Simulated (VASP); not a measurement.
**Pt: single point with PBEsol**

The system is Pt.

```xyz
2
Lattice="2.8210 -0.0045 -0.0042 -1.4144 2.4291 0.0027 -0.0072 0.0012 4.9525" Properties=species:S:1:pos:R:3 pbc="T T T"
Pt    1.5469    0.8086    3.7677
Pt   -0.1475    1.6172    1.1833
```

The cell isn't the ideal one: all atoms moved at random, cell strained at random.

| Item | Value |
| --- | --- |
| Program | VASP 6.6.1 |
| Task | single point |
| Functional | PBEsol |
| Potentials or basis | VASP PAW PBE potentials, release 64 (Pt) |
| Cutoff | 520 eV |
| k mesh | 16 × 16 × 8 |
| Occupations | gaussian, width 0.1 eV |
| Spin | no spin polarisation |
| Dipole correction | no |
| Further INCAR settings | ALGO = Fast; EDIFF = 1e-06; NBANDS = 17 |

| Quantity | Value |
| --- | --- |
| Pressure | -21.8 GPa |
| Largest force | 0.667 eV/Å |
| Band gap on the k mesh | none (metal or under the smearing width) |

Forces in eV/Å, atoms in the order of the input:
```
Pt   0.064 -0.119 -0.653
Pt  -0.064  0.119  0.653
```

Stress tensor (GPa, compression positive):
```
-22.42   0.16   1.14
  0.16 -22.71   0.63
  1.14   0.63 -20.38
```

Levels at points of the mesh, in eV from the Fermi level:
```tsv
k point	band 8	band 9	band 10	band 11	band 12	band 13
(0.00, 0.00, 0.00)	-1.91	-1.00	-0.67	-0.53	0.14	4.03
(0.50, 0.00, 0.00)	-0.16	0.22	0.52	2.63	3.05	7.46
(0.00, 0.50, 0.00)	-0.37	0.32	0.45	2.15	3.56	6.77
(0.50, 0.50, 0.00)	-0.05	0.34	0.38	1.59	3.90	6.12
(0.00, 0.00, 0.50)	-2.90	-1.09	-0.64	-0.61	-0.57	10.19
(0.50, 0.00, 0.50)	0.03	0.32	0.42	1.00	1.24	6.17
(0.00, 0.50, 0.50)	-0.43	0.37	0.42	1.56	1.93	5.87
(0.50, 0.50, 0.50)	-1.03	0.37	0.38	2.05	2.52	5.31
```

Wall time 6.4 min on 1 thread of Intel(R) Xeon(R) Platinum 8488C (Sapphire Rapids) (shared host), peak memory 0.56 GiB.

Caveat: so large a pressure means that the cell lies far from this level's equilibrium, or that cutoff or potentials fall short; the potentials were made for another functional, which shifts forces and pressure. Spin-orbit coupling is left out, which matters for the levels of Pt.
